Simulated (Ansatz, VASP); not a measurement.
## Al35PtN35 (V_N-Pt_Al) in two plane-wave programs

Aim: how closely do two programs agree when they are given the same cell, functional and k mesh? The structure shown is the start of the Ansatz relaxation below; VASP solves that cell, so the two are compared at the walk's first step.

Main program and level: Ansatz 0.2.0; plane waves, with VASP 6.6.1 beside it; single point at r2SCAN.

**1. Set-up**

The cell holds 71 atoms: 35 Al, 35 N and 1 Pt. Its edges and angles: a = 9.320 Å, b = 9.320 Å, c = 9.956 Å, α = 90.0°, β = 90.0°, γ = 120.0°. It derives from AlN (AlN (P6_3mc)). Nearest the centre at fractional (0.667, 0.500, 0.470): Pt71 at 0.99 Å, Al17 at 2.34 Å, N63 at 2.34 Å, N67 at 2.39 Å, Al18 at 2.39 Å, N66 at 2.39 Å, Al14 at 2.40 Å, N64 at 2.91 Å. The cell carries charge +2.

As a file:

```
Al N Pt
1.0
     9.31957    0.00000    0.00000
    -4.65978    8.07098    0.00000
     0.00000    0.00000    9.95648
Al N Pt
35 35 1
Direct
  0.22045 0.10785 0.25387
  0.10556 0.22096 0.49789
  0.22786 0.11194 0.75054
  0.10584 0.21789 0.99750
  0.21912 0.44712 0.24780
  0.11011 0.55565 0.49468
  0.21719 0.44232 0.74670
  0.11574 0.56053 0.00182
  0.22195 0.77983 0.25418
  0.11570 0.89469 0.49882
  0.22463 0.77771 0.75407
  0.10953 0.88802 0.99475
  0.55065 0.11020 0.25230
  0.44197 0.22190 0.49508
  0.55256 0.10789 0.75369
  0.44690 0.22428 0.00415
  0.56012 0.44361 0.25134
  0.44249 0.55263 0.49520
  0.55082 0.44068 0.74664
  0.44947 0.55855 0.00251
  0.55190 0.77408 0.24594
  0.44039 0.88288 0.49885
  0.55494 0.77255 0.74765
  0.44966 0.89439 0.99942
  0.88724 0.11535 0.24864
  0.77694 0.21898 0.50382
  0.89220 0.11324 0.75382
  0.77762 0.22704 0.00164
  0.88465 0.44616 0.24884
  0.89278 0.44661 0.75350
  0.77331 0.55591 0.99710
  0.89074 0.78347 0.24784
  0.78022 0.88599 0.50214
  0.88300 0.77460 0.75115
  0.78070 0.89424 0.00212
  0.22454 0.11658 0.44273
  0.11400 0.22795 0.19231
  0.21770 0.11209 0.93880
  0.11380 0.22076 0.69408
  0.22390 0.44121 0.44337
  0.11088 0.55699 0.18560
  0.22611 0.44469 0.93683
  0.11017 0.56029 0.68944
  0.22731 0.78203 0.44278
  0.11155 0.89427 0.18907
  0.21660 0.77328 0.93900
  0.10682 0.88838 0.68712
  0.55476 0.10816 0.44477
  0.44110 0.21604 0.19063
  0.55398 0.11165 0.94510
  0.44997 0.22270 0.68966
  0.44065 0.55786 0.18992
  0.55316 0.44507 0.94470
  0.44516 0.55173 0.69349
  0.55430 0.78240 0.44010
  0.43910 0.88662 0.18788
  0.55851 0.78353 0.94226
  0.44777 0.88604 0.69079
  0.88483 0.10525 0.43917
  0.77655 0.21635 0.19056
  0.88666 0.10836 0.94483
  0.77508 0.21741 0.69355
  0.88514 0.44674 0.44126
  0.77404 0.55784 0.19132
  0.89335 0.44815 0.94359
  0.77703 0.55985 0.69279
  0.88428 0.77875 0.43905
  0.77717 0.89351 0.18846
  0.89316 0.77630 0.93907
  0.77496 0.88338 0.68810
  0.78297 0.56052 0.50121
```

**2. Ansatz: relaxation, r2SCAN**

Ansatz runs on its PAW soft_1 files.

The two programs are compared at the cell with which this relaxation starts, whose forces are those of its first step.

Input file input.yaml:

```yaml
crystal:
  lattice:
    - [9.31956554, 9.0e-08, 0.0]
    - [-4.65978284, 8.07098046, 0.0]
    - [0.0, 0.0, 9.95647772]
  atoms:
    - { symbol: Al, position: [0.22222222, 0.11111111, 0.24960167] }
    - { symbol: Al, position: [0.11111111, 0.22222222, 0.49960167] }
    - { symbol: "N", position: [0.22222222, 0.11111111, 0.44039833] }
    - { symbol: "N", position: [0.11111111, 0.22222222, 0.19039833] }
    - { symbol: Al, position: [0.22222222, 0.11111111, 0.74960167] }
    - { symbol: Al, position: [0.11111111, 0.22222222, 0.99960167] }
    - { symbol: "N", position: [0.22222222, 0.11111111, 0.94039833] }
    - { symbol: "N", position: [0.11111111, 0.22222222, 0.69039833] }
    - { symbol: Al, position: [0.22222222, 0.44444444, 0.24960167] }
    - { symbol: Al, position: [0.11111111, 0.55555556, 0.49960167] }
    - { symbol: "N", position: [0.22222222, 0.44444444, 0.44039833] }
    - { symbol: "N", position: [0.11111111, 0.55555556, 0.19039833] }
    - { symbol: Al, position: [0.22222222, 0.44444444, 0.74960167] }
    - { symbol: Al, position: [0.11111111, 0.55555556, 0.99960167] }
    - { symbol: "N", position: [0.22222222, 0.44444444, 0.94039833] }
    - { symbol: "N", position: [0.11111111, 0.55555556, 0.69039833] }
    - { symbol: Al, position: [0.22222222, 0.77777778, 0.24960167] }
    - { symbol: Al, position: [0.11111111, 0.88888889, 0.49960167] }
    - { symbol: "N", position: [0.22222222, 0.77777778, 0.44039833] }
    - { symbol: "N", position: [0.11111111, 0.88888889, 0.19039833] }
    - { symbol: Al, position: [0.22222222, 0.77777778, 0.74960167] }
    - { symbol: Al, position: [0.11111111, 0.88888889, 0.99960167] }
    - { symbol: "N", position: [0.22222222, 0.77777778, 0.94039833] }
    - { symbol: "N", position: [0.11111111, 0.88888889, 0.69039833] }
    - { symbol: Al, position: [0.55555556, 0.11111111, 0.24960167] }
    - { symbol: Al, position: [0.44444444, 0.22222222, 0.49960167] }
    - { symbol: "N", position: [0.55555556, 0.11111111, 0.44039833] }
    - { symbol: "N", position: [0.44444444, 0.22222222, 0.19039833] }
    - { symbol: Al, position: [0.55555556, 0.11111111, 0.74960167] }
    - { symbol: Al, position: [0.44444444, 0.22222222, 0.99960167] }
    - { symbol: "N", position: [0.55555556, 0.11111111, 0.94039833] }
    - { symbol: "N", position: [0.44444444, 0.22222222, 0.69039833] }
    - { symbol: Al, position: [0.55555556, 0.44444444, 0.24960167] }
    - { symbol: Al, position: [0.44444444, 0.55555556, 0.49960167] }
    - { symbol: "N", position: [0.44444444, 0.55555556, 0.19039833] }
    - { symbol: Al, position: [0.55555556, 0.44444444, 0.74960167] }
    - { symbol: Al, position: [0.44444444, 0.55555556, 0.99960167] }
    - { symbol: "N", position: [0.55555556, 0.44444444, 0.94039833] }
    - { symbol: "N", position: [0.44444444, 0.55555556, 0.69039833] }
    - { symbol: Al, position: [0.55555556, 0.77777778, 0.24960167] }
    - { symbol: Al, position: [0.44444444, 0.88888889, 0.49960167] }
    - { symbol: "N", position: [0.55555556, 0.77777778, 0.44039833] }
    - { symbol: "N", position: [0.44444444, 0.88888889, 0.19039833] }
    - { symbol: Al, position: [0.55555556, 0.77777778, 0.74960167] }
    - { symbol: Al, position: [0.44444444, 0.88888889, 0.99960167] }
    - { symbol: "N", position: [0.55555556, 0.77777778, 0.94039833] }
    - { symbol: "N", position: [0.44444444, 0.88888889, 0.69039833] }
    - { symbol: Al, position: [0.88888889, 0.11111111, 0.24960167] }
    - { symbol: Al, position: [0.77777778, 0.22222222, 0.49960167] }
    - { symbol: "N", position: [0.88888889, 0.11111111, 0.44039833] }
    - { symbol: "N", position: [0.77777778, 0.22222222, 0.19039833] }
    - { symbol: Al, position: [0.88888889, 0.11111111, 0.74960167] }
    - { symbol: Al, position: [0.77777778, 0.22222222, 0.99960167] }
    - { symbol: "N", position: [0.88888889, 0.11111111, 0.94039833] }
    - { symbol: "N", position: [0.77777778, 0.22222222, 0.69039833] }
    - { symbol: Al, position: [0.88888889, 0.44444444, 0.24960167] }
    - { symbol: Pt, position: [0.77777778, 0.55555556, 0.49960167] }
    - { symbol: "N", position: [0.88888889, 0.44444444, 0.44039833] }
    - { symbol: "N", position: [0.77777778, 0.55555556, 0.19039833] }
    - { symbol: Al, position: [0.88888889, 0.44444444, 0.74960167] }
    - { symbol: Al, position: [0.77777778, 0.55555556, 0.99960167] }
    - { symbol: "N", position: [0.88888889, 0.44444444, 0.94039833] }
    - { symbol: "N", position: [0.77777778, 0.55555556, 0.69039833] }
    - { symbol: Al, position: [0.88888889, 0.77777778, 0.24960167] }
    - { symbol: Al, position: [0.77777778, 0.88888889, 0.49960167] }
    - { symbol: "N", position: [0.88888889, 0.77777778, 0.44039833] }
    - { symbol: "N", position: [0.77777778, 0.88888889, 0.19039833] }
    - { symbol: Al, position: [0.88888889, 0.77777778, 0.74960167] }
    - { symbol: Al, position: [0.77777778, 0.88888889, 0.99960167] }
    - { symbol: "N", position: [0.88888889, 0.77777778, 0.94039833] }
    - { symbol: "N", position: [0.77777778, 0.88888889, 0.69039833] }
  host:
    repeats: [3, 3, 2]
    atoms:
      - { symbol: Al, position: [0.66666667, 0.33333333, 0.49920333] }
      - { symbol: Al, position: [0.33333333, 0.66666667, 0.99920333] }
      - { symbol: "N", position: [0.66666667, 0.33333333, 0.88079667] }
      - { symbol: "N", position: [0.33333333, 0.66666667, 0.38079667] }
total_charge: 2
basis:
  ecutwfc: 500
  xc_grid: 2
hamiltonian:
  xc: r2scan
  pseudopotentials: { kind: paw, azcp: { folder: soft_1 } }
kpoints:
  mp_grid: { grid: [1, 1, 1], shift: [0.25, 0.25, 0.25] }
magnetization:
  spin_polarized: true
  initial_magnetization: 2
  spin_locking: { lock_magnetization: hard }
scf:
  occupations: { method: fixed }
  max_iter: 60
output:
  forces: true
  charged_corrections:
    epsilon: [4.49, 4.49, 4.72]
    static_epsilon: [8.15, 8.15, 9.65]
    defect_position: [0.666667, 0.5, 0.47]
relax:
  f_tol: 0.02
  max_steps: 80
  random_displacement: { amplitude: 0.05, seed: 6485 }
checkpoint:
  write: "../qp2_M2.relax.run"
  compress: false
  write_wavefunctions: true
  write_every: 100000
```

The run is started by

```
> ansatz run input.yaml --threads 4 --pin off --max-ram 15073MiB --backend cpu --events-out ev --progress --plain --runs-dir out
```

Numbers of over 12 decimals in the logs are rounded to 6 here.

What it wrote:

```text
Warning: This run holds its total moment fixed (magnetization.spin_locking.lock_magnetization: hard) and mixes its density by anderson or broyden (scf.mixing.algorithm, typed or taken by auto). Slabs with a fixed moment have converged under broyden above another state at the same moment, at the default mixing steps and at smaller ones, and under scf.lower_state_search: standard, light or off a state that such a mixer [...]
Engine: ansatz 0.2.0, aarch64-unknown-linux-gnu
Pseudopotentials: kind: paw
Pseudopotential: Al, paw, valence charge 3, recommended cutoff 500 eV (meta_gga), soft_1/Al.paw.azcp
Pseudopotential: N, paw, valence charge 5, recommended cutoff 500 eV (meta_gga), soft_1/N.paw.azcp
Pseudopotential: Pt, paw, valence charge 18, recommended cutoff 500 eV (meta_gga), soft_1/Pt.paw.azcp
Functional definition: r2SCAN
  parameter k0 = 0.174
  parameter k1 = 0.065
  parameter a1 = 4.9479
  exchange = r2scan_x(k0 = k0, k1 = k1, a1 = a1)
  correlation = r2scan_c
Crystal: 71 atoms, lattice volume = 748.907 Å³
Basis set: ecut = 500 eV, 18913 PW (Γ), exchange–correlation on 144×144×150 points (8 copies of the dense FFT grid, shifted against one another)
Bands: 220, of which v1, the nominal top of the filled ones, is band 148 counted from 1 (147 counted from 0)
Symmetry: 1 space group operations
k-points: 1
Non-local potential: Al, projectors of the file, l = 0: 2, l = 1: 2, l = 2: 1
Non-local potential: N, projectors of the file, l = 0: 2, l = 1: 2, l = 2: 1
Non-local potential: Pt, projectors of the file, l = 0: 3, l = 1: 2, l = 2: 2, l = 3: 1
PAW form: soft (Blöchl's): semilocal exchange-correlation on the pseudo side does not see the compensation charge
PAW frozen core: Al, regenerated for the run's functional (the file was generated under x = pbe(κ = 0.804, μ = 0.219515), c = pbe(β = 0.066725))
PAW frozen core: N, regenerated for the run's functional (the file was generated under x = pbe(κ = 0.804, μ = 0.219515), c = pbe(β = 0.066725))
PAW frozen core: Pt, regenerated for the run's functional (the file was generated under x = pbe(κ = 0.804, μ = 0.219515), c = pbe(β = 0.066725))
PAW one-centre angular grid: Al, 302 points (default); XC on 160 Gauss nodes
PAW one-centre angular grid: N, 302 points (default); XC on 160 Gauss nodes
PAW one-centre angular grid: Pt, 590 points (default); XC on 160 Gauss nodes
Initial density: superposition of atomic densities (chi_scale 0.1, normalization cell, long waves kept (reshape's long-wave potential 0.21 eV rms))
Starting moments: Σ|m| = 2 μB on 71 of 71 sites
Initial wavefunctions: pseudopotential atomic-orbital guess
Functional: x = r2scan, c = r2scan; τ floored in thin density (d = 2e-4 eV/Å³)
SCF iter   1: F=—  HF=-45085.000665 eV  |F-HF|=—  |Δ(HF+E_count)|=         —  Δρ=7.23e-2 (↑6.96e-2 ↓7.23e-2)  dr2=1.87e2  dr2_τ=5.11e0  dr2_m=4.04e-1  M=2.000 μB ∫|m|=2.018 μB  β_m=1.20  ethr=3.10e-3  ⟨swp⟩=5.0  Hψ=1362  notcnv=0  defer=134
preconditioner: auto → Resta (q_TF=auto, 2.337 Å⁻¹)  ε∞=3.4  [insulator: Δε(μ)=0.198 eV  Ē_g=15.019 eV  n_scr=162 (ndim 8)  ℏωp=23.0 eV  f_vac=0.000  ε∞_Penn≈3.4]
spin=Collinear: Resta preconditioning applied to the charge; magnetization (m = ρ↑ − ρ↓) channel mixes plain (no charge-response kernel on spin).
SCF iter   2: F=—  HF=-45047.581780 eV  |F-HF|=—  |Δ(HF+E_count)|=    3.74e1  Δρ=3.59e-2 (↑3.59e-2 ↓3.54e-2)  dr2=4.73e1  dr2_τ=4.95e-1  dr2_m=2.99e-2  M=2.000 μB ∫|m|=2.112 μB  β_m=1.20  ethr=3.10e-3  ⟨swp⟩=3.0  Hψ=763  notcnv=0  defer=138  κ⁻¹=1.0e0(r=1)
SCF iter   3: F=—  HF=-45042.544095 eV  |F-HF|=—  |Δ(HF+E_count)|=    5.04e0  Δρ=1.82e-2 (↑1.82e-2 ↓1.80e-2)  dr2=6.56e0  dr2_τ=6.62e-2  dr2_m=6.91e-3  M=2.000 μB ∫|m|=2.162 μB  β_m=1.20  ethr=3.10e-3  ⟨swp⟩=2.5  Hψ=746  notcnv=0  defer=138  κ⁻¹=6.7e-2(r=2)
SCF iter   4: F=—  HF=-45043.126912 eV  |F-HF|=—  |Δ(HF+E_count)|=   5.83e-1  Δρ=1.18e-2 (↑1.18e-2 ↓1.18e-2)  dr2=2.20e0  dr2_τ=3.13e-2  dr2_m=1.36e-3  M=2.000 μB ∫|m|=2.175 μB  β_m=1.20  ethr=2.21e-3  ⟨swp⟩=2.0  Hψ=462  notcnv=0  defer=138  κ⁻¹=8.2e-3(r=3)
SCF iter   5: F=—  HF=-45043.301428 eV  |F-HF|=—  |Δ(HF+E_count)|=   1.75e-1  Δρ=3.67e-3 (↑3.59e-3 ↓3.67e-3)  dr2=2.31e-1  dr2_τ=5.22e-3  dr2_m=9.29e-4  M=2.000 μB ∫|m|=2.166 μB  β_m=1.20  ethr=7.44e-4  ⟨swp⟩=2.0  Hψ=313  notcnv=0  defer=139  κ⁻¹=1.3e-3(r=4)
[...]
k-point 0 ↓: bands = [... 144 lower, 6.7991, 6.9821, 7.0193, 8.7355, 8.9003, 9.1364, 12.5032, 12.7339, ... 68 higher]
--- Relaxed structure (14 steps of the walk, 13 accepted, 0 SCFs on fresh bases) ---
  F+E_penalty+E_count = -45047.07338161 eV   max|allowed force component| = 1.013e-2 eV/Å
  atoms:
    - { symbol: Al, position: [0.222223, 0.111679, 0.251005] }
    - { symbol: Al, position: [0.113465, 0.224001, 0.501549] }
    - { symbol: N, position: [0.229582, 0.116693, 0.442453] }
    - { symbol: N, position: [0.112859, 0.223338, 0.192245] }
    - { symbol: Al, position: [0.217619, 0.108942, 0.751698] }
    - { symbol: Al, position: [0.110106, 0.222192, 1.001504] }
    - { symbol: N, position: [0.219717, 0.110300, 0.941136] }
    - { symbol: N, position: [0.110786, 0.222229, 0.691151] }
    - { symbol: Al, position: [0.222217, 0.444851, 0.250991] }
    - { symbol: Al, position: [0.114264, 0.559008, 0.501824] }
    - { symbol: N, position: [0.229442, 0.447545, 0.442273] }
    - { symbol: N, position: [0.112231, 0.556023, 0.190708] }
    - { symbol: Al, position: [0.217855, 0.442794, 0.751765] }
    - { symbol: Al, position: [0.110866, 0.556408, 1.000059] }
    - { symbol: N, position: [0.219829, 0.444092, 0.941147] }
    - { symbol: N, position: [0.110202, 0.555753, 0.690859] }
    - { symbol: Al, position: [0.222591, 0.778418, 0.249939] }
    - { symbol: Al, position: [0.113863, 0.889227, 0.501591] }
    - { symbol: N, position: [0.223170, 0.778968, 0.440757] }
    - { symbol: N, position: [0.112204, 0.890053, 0.190709] }
    - { symbol: Al, position: [0.221514, 0.777811, 0.751465] }
    - { symbol: Al, position: [0.110801, 0.888636, 1.000049] }
    - { symbol: N, position: [0.221756, 0.778251, 0.941449] }
    - { symbol: N, position: [0.109962, 0.887842, 0.690663] }
    - { symbol: Al, position: [0.557391, 0.111051, 0.249798] }
    - { symbol: Al, position: [0.444223, 0.209732, 0.509436] }
    - { symbol: N, position: [0.557564, 0.111492, 0.440742] }
    - { symbol: N, position: [0.443781, 0.219610, 0.190682] }
    - { symbol: Al, position: [0.556135, 0.109317, 0.752528] }
    - { symbol: Al, position: [0.439822, 0.214488, 0.997537] }
    - { symbol: N, position: [0.555161, 0.110347, 0.941391] }
    - { symbol: N, position: [0.442812, 0.221071, 0.695692] }
    - { symbol: Al, position: [0.553792, 0.443975, 0.203880] }
    - { symbol: Al, position: [0.444507, 0.568761, 0.509254] }
    - { symbol: N, position: [0.443893, 0.558039, 0.190573] }
    - { symbol: Al, position: [0.548869, 0.441364, 0.756061] }
    - { symbol: Al, position: [0.439968, 0.559602, 0.997514] }
    - { symbol: N, position: [0.554184, 0.444386, 0.951353] }
    - { symbol: N, position: [0.443093, 0.555508, 0.695639] }
    - { symbol: Al, position: [0.557404, 0.780681, 0.249724] }
    - { symbol: Al, position: [0.443760, 0.889043, 0.500862] }
    - { symbol: N, position: [0.557662, 0.780992, 0.440660] }
    - { symbol: N, position: [0.444914, 0.889401, 0.191778] }
    - { symbol: Al, position: [0.556234, 0.781054, 0.752443] }
    - { symbol: Al, position: [0.443488, 0.888874, 1.001517] }
    - { symbol: N, position: [0.555185, 0.779577, 0.941301] }
    - { symbol: N, position: [0.443562, 0.888638, 0.690563] }
[...]
- { symbol: N, position: [0.891992, 0.113578, 0.440560] }
[...]
- { symbol: Al, position: [0.777575, 0.221766, 0.999741] }
[...]
- { symbol: Al, position: [0.891659, 0.442549, 0.248908] }
    - { symbol: Pt, position: [0.737228, 0.536022, 0.487347] }
    - { symbol: N, position: [0.894720, 0.438859, 0.438185] }
    - { symbol: N, position: [0.779950, 0.556903, 0.196929] }
    - { symbol: Al, position: [0.888491, 0.441989, 0.747965] }
    - { symbol: Al, position: [0.782553, 0.558391, 0.997331] }
    - { symbol: N, position: [0.887763, 0.445299, 0.939418] }
    - { symbol: N, position: [0.768864, 0.550859, 0.692193] }
    - { symbol: Al, position: [0.891522, 0.783536, 0.248475] }
    - { symbol: Al, position: [0.778720, 0.893261, 0.501987] }
    - { symbol: N, position: [0.894367, 0.791273, 0.437151] }
    - { symbol: N, position: [0.778088, 0.889819, 0.189685] }
    - { symbol: Al, position: [0.888377, 0.780330, 0.747905] }
    - { symbol: Al, position: [0.777563, 0.890210, 0.999631] }
    - { symbol: N, position: [0.887712, 0.777170, 0.939431] }
    - { symbol: N, position: [0.776904, 0.889541, 0.691208] }
```

The column dr2 measures how far the density is from self-consistency, as an energy; F and HF (Harris–Foulkes) agree once it is small.

(Part 1 of 2 ends here.)

[Lines on the potential files, build, host, timing and source positions are cut from VASP's logs without a mark.]

[Logs are printed without paths, hosts, clocks, repeated set-up lines and the standing remarks that a program may print on its own settings, such as how far it seeks lower states.]

[Hosts, paths, dates, database ids (printed as entryN), source tags and the programs' standing remarks are cut or masked in the printed files.]
